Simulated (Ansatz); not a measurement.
# Ta2C under changes of volume

One of the cells (13.774 Å³/atom); the others are scaled copies at fixed shape and fractional positions:

```xyz
3
Lattice="3.1059 0.0000 0.0000 -1.5530 2.6898 0.0000 0.0000 0.0000 4.9464" Properties=species:S:1:pos:R:3 pbc="T T T"
Ta    1.5530    0.8966    3.6999
Ta    0.0000    1.7932    1.2465
C     0.0000    0.0000    0.0000
```

* Program: Ansatz 0.2.0
* Functional: r2SCAN
* Potentials or basis: Ansatz PAW
* Cutoff: 500 eV (not typed: the program's choice for these potentials)
* k mesh: 10 × 10 × 6
* Occupations: fermi-dirac, width 0.05 eV
* Spin: no spin polarisation

```tsv
volume (Å³/atom)	energy over the lowest point (meV/atom)	pressure (GPa)	largest force (eV/Å)
12.948	55.68	21.6	0.843
13.223	25.18	14.0	0.629
13.499	7.02	7.2	0.431
13.774	0.00	1.1	0.248
14.050	3.04	-4.5	0.079
14.325	15.17	-9.5	0.077
14.601	?	?	?
```

Question: What does the run at 14.601 Å³/atom give?

Answer: Energy over the lowest point 35.50 meV/atom; pressure -14.0 GPa; largest force 0.222 eV/Å.

Worked out: A Birch-Murnaghan fit of order 3 (a polynomial in V^(-2/3)) to the other rows has its minimum at 13.82 Å³/atom with B0 = V·E''(V) = 288 GPa and B' = 4.1 at fixed shape and positions, which overstates the stiffness. It gives 35.54 meV/atom at 14.601 Å³/atom, against the run's 35.50, and -dE/dV = -14.1 GPa, against -14.0.

Energies are extrapolated to zero smearing.

Caveats: the PAW data sets come from PBE, with cores solved anew for the run's functional, which leaves a small shift of forces and pressure.
